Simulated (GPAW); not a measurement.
MgS (Niningerite):

```
S Mg
1.0
     0.00000    2.60165    2.60165
     2.60165    0.00000    2.60165
     2.60165    2.60165    0.00000
S Mg
1 1
Direct
  0.50000 0.50000 0.50000
  0.00000 0.00000 0.00000
```

| Property | Result |
| --- | --- |
| Program | GPAW 26.7.0 |
| Task | relaxation of cell and atoms |
| Functional | PBEsol |
| Dispersion | D3(BJ) |
| Potentials or basis | PAW data sets generated in the run's folder for this functional |
| Cutoff | 800 eV |
| Basis | pw |
| k mesh | 9 × 9 × 9 |
| Occupations | fermi-dirac, width 0.05 eV |
| Spin | no spin polarisation |

At the start: pressure -3.7 GPa; volume 17.61 Å³/atom.

Question: How do energy, volume and symmetry change on relaxing?

Answer: Over 3 steps the energy falls by 9.8 meV/atom and the volume is 16.74 Å³/atom (-4.9 %); space group Fm-3m (No. 225, to 0.05 Å).

Step by step:
```tsv
step	energy change (eV)	largest force (eV/Å)	pressure (GPa)	volume (Å³)
1	0.0000	0.0000	-3.70	35.22
2	-0.0064	0.0000	-3.09	34.91
3	-0.0196	0.0000	0.18	33.49
```

Final structure:
```yaml
crystal:
  lattice:
    - [0.00000, 2.55831, 2.55831]
    - [2.55831, 0.00000, 2.55831]
    - [2.55831, 2.55831, 0.00000]
  atoms:
    - { symbol: S, position: [0.50000, 0.50000, 0.50000] }
    - { symbol: Mg, position: [0.00000, 0.00000, 0.00000] }
```

Caveat: later steps reuse the first step's grids.
